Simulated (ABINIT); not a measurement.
Runs of ABINIT 10.8.3 (patched build) on Ti. It takes space group P6_3/mmc (No. 194, hexagonal). The conventional cell has a = 2.950 Å, b = 2.950 Å, c = 4.680 Å, α = 90.00°, β = 90.00°, γ = 120.00°. Around Ti (site symmetry -6m2) lie 12 Ti at 2.89 to 2.95 Å. 

| task | level | potentials or basis | cell | k mesh | cutoff (eV) | fine-grid cutoff | cell freedom (optcell) | cutoff smearing ecutsm (Ha) | optimiser (ionmov) | force stop (Ha/bohr) | gap on the mesh (eV) | pressure (GPa) | V0 of scaled cells (Å³/atom) | B0 (GPa) |
| --- | --- | --- | --- | --- | --- | --- | --- | --- | --- | --- | --- | --- | --- | --- |
| single point | LDA | JTH PAW LDA v2.0 | as given | 13 × 13 × 8 | 408 | 816.342 eV | - | - | - | - | none | -9.5 | - | - |
| equation of state | PBEsol | JTH PAW PBE v2.0 | as given | 10 × 10 × 6 | 272 | 544.228 eV | - | - | - | - | - | - | 16.73 | 116 |
| band structure | BLYP | JTH PAW PBE v2.0 | as given | 10 × 10 × 6 | 408 | 816.342 eV | - | - | - | - | none | 1.3 | - | - |
| band structure | HCTH407 | JTH PAW PBE v2.0 | as given | 10 × 10 × 6 | 408 | 816.342 eV | - | - | - | - | none | -2.8 | - | - |
| band structure | BP86 | JTH PAW PBE v2.0 | as given | 10 × 10 × 6 | 408 | 816.342 eV | - | - | - | - | none | -1.9 | - | - |
| equation of state | AM05 | JTH PAW PBE v2.0 | as given | 10 × 10 × 6 | 408 | 816.342 eV | - | - | - | - | - | - | 16.80 | 116 |
| single point | r2SCAN | JTH PAW PBE v2.0 | as given | 13 × 13 × 8 | 490 | 979.61 eV | - | - | - | - | none | -2.9 | - | - |
| equation of state | WC | JTH PAW PBE v2.0 | as given | 10 × 10 × 6 | 408 | 816.342 eV | - | - | - | - | - | - | 16.78 | (b) |
| equation of state | BLYP | JTH PAW PBE v2.0 | as given | 10 × 10 × 6 | 408 | 816.342 eV | - | - | - | - | - | - | (a) | 103 |
| relaxation of cell and atoms | RPBE | JTH PAW PBE v2.0 | relaxed | 10 × 10 × 6 | 408 | 816.342 eV | 1 | 0.5 | 2 | 0.0001 | none | 0.0 | - | - |
| band structure | WC | JTH PAW PBE v2.0 | as given | 10 × 10 × 6 | 408 | 816.342 eV | - | - | - | - | none | -5.4 | - | - |

Alike in all rows: no spin polarisation; smearing fermi-dirac 0.05 eV.

Task: Estimate the missing entries.

Result: (a) 17.83; (b) 118.

Caveats: the PAW data sets were made with another functional, which shifts forces and pressure a little (some runs); pressures at fixed basis lie under the slope of the energies (some runs); the cell was scaled at fixed shape and fractional positions, which overstates the stiffness of a crystal with free parameters, most of all of layers and chains (some runs).

A gap of «none» marks a metal or a gap under the smearing width.

Runs at the PBE level aren't shown here.
